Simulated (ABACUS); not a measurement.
# Cu (I4/mmm) in ABACUS: equation of state

How stiff is Cu in PBEsol, and what volume does it want? The cell is scaled to several volumes.

Program: ABACUS 3.10.1. These are calculated values, not measurements. Logs are shortened: lines on timing, memory, paths and dates and some standing lists are left out, and cuts for length are marked.

**1. The structure**

The structure is tetragonal, space group I4/mmm (No. 139). The conventional cell has a = 2.886 Å, b = 2.886 Å, c = 2.752 Å, α = 90.00°, β = 90.00°, γ = 90.00°. Around Cu (site symmetry 4/mmm) lie 10 Cu at 2.46 to 2.75 Å.

This isn't the form of Cu at room conditions, which is fcc.

**2. Equation of state, PBEsol, 10.77 Å³/atom (volume scaled by 0.94)**

Contents of INPUT:

```
INPUT_PARAMETERS
suffix              Cu
calculation         scf
basis_type          pw
pseudo_dir          ./
symmetry            1
dft_functional      pbesol
ecutwfc             92
pseudo_rcut         7
nspin               1
nbands              14
ks_solver           dav
smearing_method     fd
smearing_sigma      0.00367493
scf_thr             1e-08
scf_nmax            100
mixing_type         broyden
mixing_beta         0.7
cal_force           1
cal_stress          1
kpar                4
```

Contents of STRU:

```
ATOMIC_SPECIES
Cu 63.5460 Cu.upf

LATTICE_CONSTANT
1.8897261246

LATTICE_VECTORS
-1.4133402940 1.4133402940 1.3479902729
1.4133402940 -1.4133402940 1.3479902729
1.4133402940 1.4133402940 -1.3479902729

ATOMIC_POSITIONS
Direct

Cu
0.0
1
0.0000000000 0.0000000000 0.0000000000 1 1 1
```

Contents of KPT:

```
K_POINTS
0
Gamma
13 13 13 0 0 0
```

Potentials or basis: PseudoDojo NC SR 0.4.1 PBEsol standard, plane waves.

The run is started by

```console
$ OMP_NUM_THREADS=1 mpirun -np 4 abacus > log
```

running log:

```text
ABACUS v3.10.1

               Atomic-orbital Based Ab-initio Computation at UStc

 ------------------------------------------------------------------------------------

 READING GENERAL INFORMATION
                           global_out_dir = OUT.Cu/
                           global_in_card = INPUT
                               pseudo_dir = ./
                              orbital_dir =
                                    DSIZE = 4
                                    GSIZE = 1

 READING UNITCELL INFORMATION
                                    ntype = 1
                  lattice constant (Bohr) = 1.88973
              lattice constant (Angstrom) = 1

 READING ATOM TYPE 1
                               atom label = Cu
                      L=0, number of zeta = 1
                      L=1, number of zeta = 1
                      L=2, number of zeta = 1
             number of atom for this type = 1

                        TOTAL ATOM NUMBER = 1
DIRECT COORDINATES
    atom                   x                   y                   z     mag                  vx                  vy                  vz
taud_Cu1            0.0000000000        0.0000000000        0.0000000000  0.0000        0.0000000000        0.0000000000        0.0000000000

                          Volume (Bohr^3) = 72.6837
                             Volume (A^3) = 10.7706

 Lattice vectors: (Cartesian coordinate: in unit of a_0)
             -1.41334            +1.41334            +1.34799
             +1.41334            -1.41334            +1.34799
             +1.41334            +1.41334            -1.34799
 Reciprocal vectors: (Cartesian coordinate: in unit of 2 pi/a_0)
                   +0           +0.353772           +0.370923
            +0.353772                  +0           +0.370923
            +0.353772           +0.353772                  +0
 The esolver type has been set to : ksdft_pw

                PAO radial cut off (Bohr) = 7

 Read in pseudopotential file is Cu.upf
                     pseudopotential type = NC
          exchange-correlation functional = PBESOL
                 nonlocal core correction = 1
                        valence electrons = 19
                                     lmax = 2
                           number of zeta = 4
                     number of projectors = 6
                           L of projector = 0
                           L of projector = 0
                           L of projector = 1
                           L of projector = 1
                           L of projector = 2
                           L of projector = 2
     initial pseudo atomic orbital number = 10

 SETUP THE ELECTRONS NUMBER
            electron number of element Cu = 19
      total electron number of element Cu = 19
            AUTOSET number of electrons:  = 19
                           occupied bands = 10
                                   NBANDS = 14
                                   NLOCAL = 9

%%%%%%%%%%%%%%%%%%%%%%%%%%%%%%%%%%%%%%%%%%%%%%%%%%%%%%%%%%%%%%%%%%%%%%%%%%%%%%%%%%%%%%%%%%%%%%%%%%%%%%%%%%
 Warning: the number of valence electrons in pseudopotential > 11 for Cu: [Ar] 3d10 4s1
 Pseudopotentials with additional electrons can yield (more) accurate outcomes, but may be less efficient.
 If you're confident that your chosen pseudopotential is appropriate, you can safely ignore this warning.
%%%%%%%%%%%%%%%%%%%%%%%%%%%%%%%%%%%%%%%%%%%%%%%%%%%%%%%%%%%%%%%%%%%%%%%%%%%%%%%%%%%%%%%%%%%%%%%%%%%%%%%%%%

 SETUP THE PLANE WAVE BASIS
 energy cutoff for charge/potential (unit:Ry) = 368
            fft grid for charge/potential = [ 27, 27, 27 ]
                        fft grid division = [ 1, 1, 1 ]
        big fft grid for charge/potential = [ 27, 27, 27 ]
                                     nbxx = 19683
                                     nrxx = 19683

 SETUP PLANE WAVES FOR CHARGE/POTENTIAL
                    number of plane waves = 8635
                         number of sticks = 557

 PARALLEL PW FOR CHARGE/POTENTIAL
     PROC   COLUMNS(POT)             PW
        1            557           8635
 --------------- sum -------------------
        1            557           8635
                            number of |g| = 575
                                  max |g| = 33.2379
                                  min |g| = 0

----------- Double Check Mixing Parameters Begin ------------
mixing_type: broyden
mixing_beta: 0.7
mixing_gg0: 1
mixing_gg0_min: 0.1
mixing_ndim: 8
----------- Double Check Mixing Parameters End ------------

 LATTICE VECTORS: (CARTESIAN COORDINATE: IN UNIT OF A0)
             -1.41334            +1.41334            +1.34799
             +1.41334            -1.41334            +1.34799
             +1.41334            +1.41334            -1.34799
                       right hand lattice = 1
                                   NORM_A = 2.41084
                                   NORM_B = 2.41084
                                   NORM_C = 2.41084
                           ALPHA (DEGREE) = 108.218
                           BETA  (DEGREE) = 108.218
                           GAMMA (DEGREE) = 112.008

 The lattice vectors have been changed (STRU_SIMPLE.cif)

(for optimal symmetric configuration:)
                             BRAVAIS TYPE = 6
                     BRAVAIS LATTICE NAME = 06. Tetrogonal I (body-centered)
                                    ibrav = 6
                                    IBRAV = 6
                                  BRAVAIS = BODY CENTERED TETROGONAL CELL
                       LATTICE CONSTANT A = 2.82668
                                C/A RATIO = 0.953762
Original cell was already a primitive cell.
                        ROTATION MATRICES = 16
              PURE POINT GROUP OPERATIONS = 16
                   SPACE GROUP OPERATIONS = 16
                              POINT GROUP = D_4h
               POINT GROUP IN SPACE GROUP = D_4h

 SETUP K-POINTS
                                    nspin = 1
                   Input type of k points = Monkhorst-Pack(Gamma)
                                   nkstot = 2197
                       right hand lattice = 1
(for reciprocal lattice: )
                             BRAVAIS TYPE = 6
                     BRAVAIS LATTICE NAME = 06. Tetrogonal I (body-centered)
                                    ibrav = 6
                       right hand lattice = 1
(for k-lattice: )
                             BRAVAIS TYPE = 6
                     BRAVAIS LATTICE NAME = 06. Tetrogonal I (body-centered)
                                    ibrav = 6
                       right hand lattice = 1
                        ROTATION MATRICES = 16
                               nkstot_ibz = 196
K-POINTS REDUCTION ACCORDING TO SYMMETRY
     IBZ    DIRECT_X    DIRECT_Y    DIRECT_Z  WEIGHT  ibz2bz
       1  0.00000000  0.00000000  0.00000000  0.0005       0
       2 -0.07692308  0.00000000  0.07692308  0.0036       1
       3 -0.15384615  0.00000000  0.15384615  0.0036       2
       4 -0.23076923  0.00000000  0.23076923  0.0036       3
       5 -0.30769231  0.00000000  0.30769231  0.0036       4
       6 -0.38461538  0.00000000  0.38461538  0.0036       5
[... 22 lines left out ...]
      29 -0.15384615  0.15384615  0.00000000  0.0018      37
      30 -0.23076923 -0.23076923  0.46153846  0.0036      42
[... 166 further k points ...]

                               nkstot now = 196
[... K-POINTS DIRECT COORDINATES: 196 rows ...]

           k-point number in this process = 49
       minimum distributed K point number = 49
[... stars of the k points ...]

[... K-POINTS CARTESIAN COORDINATES: 49 rows ...]

[... K-POINTS DIRECT COORDINATES: 49 rows ...]

 SETUP PLANE WAVES FOR WAVE FUNCTIONS
     energy cutoff for wavefunc (unit:Ry) = 92
              fft grid for wave functions = [ 27, 27, 27 ]
                    number of plane waves = 1617
                         number of sticks = 177

 PARALLEL PW FOR WAVE FUNCTIONS
     PROC   COLUMNS(POT)             PW
        1            177           1617
 --------------- sum -------------------
        1            177           1617

 SETUP NONLOCAL PSEUDOPOTENTIALS IN PLANE WAVE BASIS
 Cu non-local projectors:
 projector 1 L=0
 projector 2 L=0
 projector 3 L=1
 projector 4 L=1
 projector 5 L=2
 projector 6 L=2
      TOTAL NUMBER OF NONLOCAL PROJECTORS = 18

 Init Non-Local PseudoPotential table :
 Init Non-Local-Pseudopotential done.

                                     npwx = 1088

 Make real space PAO into reciprocal space.
       max mesh points in Pseudopotential = 701
     dq(describe PAO in reciprocal space) = 0.01
                                    max q = 1155

 number of pseudo atomic orbitals for Cu is 4
WARNING: norm of atomic wavefunction # 3 of atomic type Cu is 0.999944, renormalized
WARNING: norm of atomic wavefunction # 4 of atomic type Cu is 0.996041, renormalized

 -------------------------------------------
 SELF-CONSISTENT
 -------------------------------------------
                                 init_chg = atomic

 PW ALGORITHM --------------- ION=   1  ELEC=   1--------------------------------

 Density error is 0.287034676709
                          Error Threshold = 0.01
----------------------------------------------------------
     Energy           Rydberg                 eV
----------------------------------------------------------
 E_KohnSham     -378.7756599839      -5153.5072394914
 E_Harris       -388.4027114640      -5284.4899945599
 E_Fermi        1.5379260587         20.9245575004
----------------------------------------------------------
[... 63 lines left out ...]
 Density error is 1.15262348709e-09
                          Error Threshold = 7.88726597781e-09
----------------------------------------------------------
     Energy           Rydberg                 eV
----------------------------------------------------------
 E_KohnSham     -378.9128830327      -5155.3742548524
 E_KS(sigma->0) -378.9127958443      -5155.3730685925
 E_Harris       -378.9123578100      -5155.3671088311
 E_band         -23.0638510413       -313.7997919855
 E_one_elec     -190.5809959979      -2592.9874760862
 E_Hartree      107.7765403689       1466.3750597441
 E_xc           -46.2622410844       -629.4300809974
 E_Ewald        -249.8460119424      -3399.3293849932
 E_entropy(-TS) -0.0001743769        -0.0023725198
 E_descf        0.0000000000         0.0000000000
 E_exx          0.0000000000         0.0000000000
 E_Fermi        1.4180393977         19.2934157975
----------------------------------------------------------

 charge density convergence is achieved
 final etot is -5155.3742549 eV
 EFERMI = 19.293415798 eV

 STATE ENERGY(eV) AND OCCUPATIONS    NSPIN == 1
 1/49 kpoint (Cartesian) = 0.0000 0.0000 0.0000 (1075 pws)
       1       -93.1518    0.000910332
       2       -50.6258    0.000910332
       3       -50.6247    0.000910332
       4       -50.6247    0.000910332
       5        9.12557    0.000910332
       6        15.8452    0.000910332
       7        16.0700    0.000910332
       8        16.0700    0.000910332
       9        17.0612    0.000910332
      10        17.2956    0.000910332
      11        44.8332        0.00000
      12        44.8332        0.00000
      13        46.1128        0.00000
      14        49.1356        0.00000
[... 65 lines left out ...]
 6/49 kpoint (Cartesian) = 0.13607 0.0000 -0.14266 (1078 pws)
       1       -93.1301     0.00728266
       2       -50.7655     0.00728266
       3       -50.6762     0.00728266
       4       -50.6266     0.00728266
       5        13.4376     0.00728266
       6        15.1673     0.00728266
       7        16.8105     0.00728266
       8        17.1774     0.00728266
       9        17.3588     0.00728266
      10        17.7408     0.00728266
      11        27.4207    1.85996e-73
      12        37.7971        0.00000
      13        38.3204        0.00000
      14        41.6569        0.00000

[... levels at 43 further k points ...]

------------------------------------------------------------------------------------------
 TOTAL-FORCE (eV/Angstrom)
------------------------------------------------------------------------------------------
                       Cu1         0.0000000000         0.0000000000         0.0000000000
------------------------------------------------------------------------------------------

----------------------------------------------------------------
 TOTAL-STRESS (KBAR)
----------------------------------------------------------------
        98.5181045698         0.0000000000         0.0000000000
         0.0000000000        98.5181045698        -0.0000000000
        -0.0000000000        -0.0000000000       104.9295901501
----------------------------------------------------------------
 TOTAL-PRESSURE: 100.655266 KBAR

 --------------------------------------------
 !FINAL_ETOT_IS -5155.3742548524387530 eV
 --------------------------------------------
```

It took 12 s on 4 MPI ranks of Intel Xeon Platinum 8259CL at 2.50GHz (Skylake/Cascade Lake), shared host; peak memory 0.28 GiB.

What came out:

| Quantity | Value |
| --- | --- |
| Free energy | -5155.3743 eV |
| Pressure | 10.1 GPa |
| Band gap on the k mesh | none (metal or under the smearing width) |

**3. Equation of state, PBEsol, 11.00 Å³/atom (volume scaled by 0.96)**

INPUT is that of step 2.

Contents of STRU:

```
ATOMIC_SPECIES
Cu 63.5460 Cu.upf

LATTICE_CONSTANT
1.8897261246

LATTICE_VECTORS
-1.4232937226 1.4232937226 1.3574834749
1.4232937226 -1.4232937226 1.3574834749
1.4232937226 1.4232937226 -1.3574834749

ATOMIC_POSITIONS
Direct

Cu
0.0
1
0.0000000000 0.0000000000 0.0000000000 1 1 1
```

KPT is that of step 2.

Potentials or basis: PseudoDojo NC SR 0.4.1 PBEsol standard, plane waves.

The run is started by

```console
$ OMP_NUM_THREADS=1 mpirun -np 4 abacus > log
```

Wall time 12 s (4 MPI ranks of Intel Xeon Platinum 8259CL at 2.50GHz (Skylake/Cascade Lake), shared host); peak memory 0.28 GiB.

Results (log left out):

```yaml
Free_energy: -5155.3855 eV
Pressure: 5.7 GPa
Band_gap_on_the_k_mesh: none (metal or under the smearing width)
```

**4. Equation of state, PBEsol, 11.23 Å³/atom (volume scaled by 0.98)**

INPUT is that of step 3.

Contents of STRU:

```
ATOMIC_SPECIES
Cu 63.5460 Cu.upf

LATTICE_CONSTANT
1.8897261246

LATTICE_VECTORS
-1.4331098516 1.4331098516 1.3668457257
1.4331098516 -1.4331098516 1.3668457257
1.4331098516 1.4331098516 -1.3668457257

ATOMIC_POSITIONS
Direct

Cu
0.0
1
0.0000000000 0.0000000000 0.0000000000 1 1 1
```

KPT is that of step 3.

The run is started by

```console
$ OMP_NUM_THREADS=1 mpirun -np 4 abacus > log
```

Wall time 24 s (4 MPI ranks of Intel Xeon Platinum 8259CL at 2.50GHz (Skylake/Cascade Lake), shared host); peak memory 0.28 GiB.

Results (log left out):

- Free energy: -5155.3908 eV
- Pressure: 1.9 GPa
- Band gap on the k mesh: none (metal or under the smearing width)

**5. Equation of state, PBEsol, 11.46 Å³/atom**

INPUT is that of step 4.

Contents of STRU:

```
ATOMIC_SPECIES
Cu 63.5460 Cu.upf

LATTICE_CONSTANT
1.8897261246

LATTICE_VECTORS
-1.4427933200 1.4427933200 1.3760814500
1.4427933200 -1.4427933200 1.3760814500
1.4427933200 1.4427933200 -1.3760814500

ATOMIC_POSITIONS
Direct

Cu
0.0
1
0.0000000000 0.0000000000 0.0000000000 1 1 1
```

KPT is that of step 4.

The run is started by

```console
$ OMP_NUM_THREADS=1 mpirun -np 4 abacus > log
```

Run time: 25 s. Hardware: 4 MPI ranks of Intel Xeon Platinum 8259CL at 2.50GHz (Skylake/Cascade Lake), shared host; peak memory 0.28 GiB.

It converged, with:

| Item | Value |
| --- | --- |
| Free energy | -5155.3909 eV |
| Pressure | -1.4 GPa |
| Band gap on the k mesh | none (metal or under the smearing width) |

**6. Equation of state, PBEsol, 11.69 Å³/atom (volume scaled by 1.02)**

INPUT is that of step 5.

Contents of STRU:

```
ATOMIC_SPECIES
Cu 63.5460 Cu.upf

LATTICE_CONSTANT
1.8897261246

LATTICE_VECTORS
-1.4523485211 1.4523485211 1.3851948378
1.4523485211 -1.4523485211 1.3851948378
1.4523485211 1.4523485211 -1.3851948378

ATOMIC_POSITIONS
Direct

Cu
0.0
1
0.0000000000 0.0000000000 0.0000000000 1 1 1
```

KPT is that of step 5.

Potentials or basis: PseudoDojo NC SR 0.4.1 PBEsol standard, plane waves.

The run is started by

```console
$ OMP_NUM_THREADS=1 mpirun -np 4 abacus > log
```

Run time: 25 s. Hardware: 4 MPI ranks of Intel Xeon Platinum 8259CL at 2.50GHz (Skylake/Cascade Lake), shared host; peak memory 0.28 GiB.

The run converged. Its results:

- Free energy: -5155.3865 eV
- Pressure: -4.7 GPa
- Band gap on the k mesh: none (metal or under the smearing width)

**7. Equation of state, PBEsol, 11.92 Å³/atom (volume scaled by 1.04)**

INPUT is that of step 6.

Contents of STRU:

```
ATOMIC_SPECIES
Cu 63.5460 Cu.upf

LATTICE_CONSTANT
1.8897261246

LATTICE_VECTORS
-1.4617796199 1.4617796199 1.3941898615
1.4617796199 -1.4617796199 1.3941898615
1.4617796199 1.4617796199 -1.3941898615

ATOMIC_POSITIONS
Direct

Cu
0.0
1
0.0000000000 0.0000000000 0.0000000000 1 1 1
```

KPT is that of step 6.

The run is started by

```console
$ OMP_NUM_THREADS=1 mpirun -np 4 abacus > log
```

Run time: 26 s. Hardware: 4 MPI ranks of Intel Xeon Platinum 8259CL at 2.50GHz (Skylake/Cascade Lake), shared host; peak memory 0.28 GiB.

The run converged. Its results:

```
Free energy            : -5155.3780 eV
Pressure               : -7.4 GPa
Band gap on the k mesh : none (metal or under the smearing width)
```

**8. Equation of state, PBEsol, 12.15 Å³/atom (volume scaled by 1.06)**

INPUT is that of step 7.

Contents of STRU:

```
ATOMIC_SPECIES
Cu 63.5460 Cu.upf

LATTICE_CONSTANT
1.8897261246

LATTICE_VECTORS
-1.4710905692 1.4710905692 1.4030702911
1.4710905692 -1.4710905692 1.4030702911
1.4710905692 1.4710905692 -1.4030702911

ATOMIC_POSITIONS
Direct

Cu
0.0
1
0.0000000000 0.0000000000 0.0000000000 1 1 1
```

KPT is that of step 7.

The run is started by

```console
$ OMP_NUM_THREADS=1 mpirun -np 4 abacus > log
```

It took 27 s on 4 MPI ranks of Intel Xeon Platinum 8259CL at 2.50GHz (Skylake/Cascade Lake), shared host; peak memory 0.28 GiB.

The run converged. Its results:

```yaml
Free_energy: -5155.3658 eV
Pressure: -9.7 GPa
Band_gap_on_the_k_mesh: none (metal or under the smearing width)
```

**9. Equation of state, PBEsol**

Potentials or basis: PseudoDojo NC SR 0.4.1 PBEsol standard, plane waves.

No new run: the results of the series are fitted here.

Results:

* Equilibrium volume: 11.35 Å³/atom
* Bulk modulus at fixed shape and positions: 169 GPa
* Pressure derivative of the bulk modulus: 5.1

Energy against volume, from the lowest point:
```csv
volume (Å³/atom),energy (meV/atom)
10.771,16.68
11.000,5.48
11.229,0.14
11.458,0.00
11.687,4.46
11.916,12.99
12.146,25.10
```

Caveat: the cell was scaled at fixed shape and fractional positions, which overstates the stiffness of a crystal with free parameters, most of all of layers and chains.
